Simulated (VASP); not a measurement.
A run of VASP 6.6.1 is set up as follows.

The input INCAR:

```
SYSTEM = SnS2
  ALGO = Normal
  EDIFF = 1E-6
  EDIFFG = -0.01
  ENCUT = 600
  GGA = PE
  IBRION = 2
  ISIF = 3
  ISMEAR = 0
  IVDW = 12
  LASPH = .TRUE.
  LCHARG = .FALSE.
  LREAL = .FALSE.
  LWAVE = .FALSE.
  NELM = 80
  NSW = 90
  PREC = Accurate
  SIGMA = 0.03
```

The input KPOINTS:

```
k-points
0
G
  9 9 5
  0 0 0
```

POSCAR

```
SnS2
1.0
    3.6390000000      0.0000000000      0.0000000000
   -1.8195000000      3.1514664400      0.0000000000
    0.0000000000      0.0000000000      5.8680000000
Sn S
1 2
Direct
    0.0000000000      0.0000000000      0.0000000000
    0.3333333300      0.6666666700      0.2500000000
    0.6666666700      0.3333333300      0.7500000000
```

Potentials or basis: VASP PAW PBE potentials, release 64 (Sn_d, S).

Run with:

```console
$ cat potpaw_PBE.64/Sn_d/POTCAR potpaw_PBE.64/S/POTCAR > POTCAR
$ mpirun -np 1 vasp_std > vasp.out
```

What does it give for the relaxed volume?

22.57 Å³/atom.

Predict the dispersion energy per atom.

-0.328 eV.

Estimate the space group after relaxing (to 0.05 Å).

P-3m1 (No. 164).

Estimate the band gap on the k mesh.

1.31 eV, indirect (least direct gap 1.75 eV).

The path:
| step | energy change (eV) | largest force (eV/Å) | pressure (GPa) | volume (Å³) |
| --- | --- | --- | --- | --- |
| 1 | 0.0000 | 0.2533 | 1.72 | 67.30 |
| 2 | -0.0012 | 0.1919 | -1.55 | 69.66 |
| 3 | -0.0080 | 0.0160 | -0.06 | 68.51 |
| 4 | -0.0080 | 0.0202 | 0.00 | 68.48 |
| 5 | -0.0082 | 0.0292 | 0.00 | 68.45 |
| 6 | -0.0085 | 0.0517 | -0.04 | 68.37 |
| 7 | -0.0087 | 0.0381 | -0.07 | 68.31 |
| 8 | -0.0091 | 0.0001 | -0.17 | 68.12 |
| 9 | -0.0092 | 0.0182 | -0.23 | 68.02 |
| 10 | -0.0093 | 0.0098 | -0.08 | 67.86 |
| 11 | -0.0093 | 0.0081 | -0.09 | 67.82 |
| 12 | -0.0094 | 0.0046 | -0.03 | 67.75 |
| 13 | -0.0094 | 0.0027 | 0.08 | 67.62 |
| 14 | -0.0094 | 0.0018 | -0.01 | 67.70 |

Caveat: spin-orbit coupling is left out, which moves the levels of the heavy elements; an odd mesh through Γ misses points on the zone boundary, where band edges often lie.
